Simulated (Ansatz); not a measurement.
# ZrB2: do energies and stresses tell the same story?

Computed with DFT PBE, scalar-relativistic, plane waves, PAW (Ansatz 0.2.0).

Cutoff 420 eV; k points 18×18×12 on the computed 3-atom cell (Γ-centred); Gaussian smearing, width 0.10 eV; no spin polarisation.

Relaxed cell: P6/mmm, a = 3.171 Å, b = 3.171 Å, c = 3.542 Å, α = 90.00°, β = 90.00°, γ = 120.00°, 3 atoms in the primitive cell. Whether it is the stable form of this composition wasn't checked.

Energies at zero smearing and pressures from the stress tensor, at volumes with shape and atoms relaxed:
```csv
V (Å³/atom),E − E(first) (meV/atom),P (GPa)
9.049,0.00,39.04
9.358,-63.27,26.98
9.666,-104.97,16.60
9.975,-128.12,7.67
10.283,-135.29,-0.02
10.592,-128.71,-6.65
10.900,-110.25,-12.37
11.312,-69.99,-18.78
```

Task: Check P = −dE/dV between neighbouring volumes, and get the bulk modulus from the pressures alone.

Result: With 1 eV/Å³ = 160.2 GPa:
| middle V (Å³/atom) | −ΔE/ΔV (GPa) | mean P (GPa) |
| --- | --- | --- |
| 9.204 | 32.858 | 33.011 |
| 9.512 | 21.657 | 21.790 |
| 9.821 | 12.022 | 12.138 |
| 10.129 | 3.727 | 3.826 |
| 10.438 | -3.421 | -3.336 |
| 10.746 | -9.585 | -9.510 |
| 11.106 | -15.684 | -15.573 |

The two differ by 0.15 GPa at most. The mean of two end pressures misses the average over a step by about ΔV² P″/12, up to 0.15 GPa here; with that taken off 0.00 GPa remains. Around V = 10.283 Å³/atom, the two neighbours give B = −V ΔP/ΔV = 10.283 × 14.32 / 0.617 = 238.7 GPa, against B0 = 237.8 GPa from the Birch–Murnaghan fit of the energies.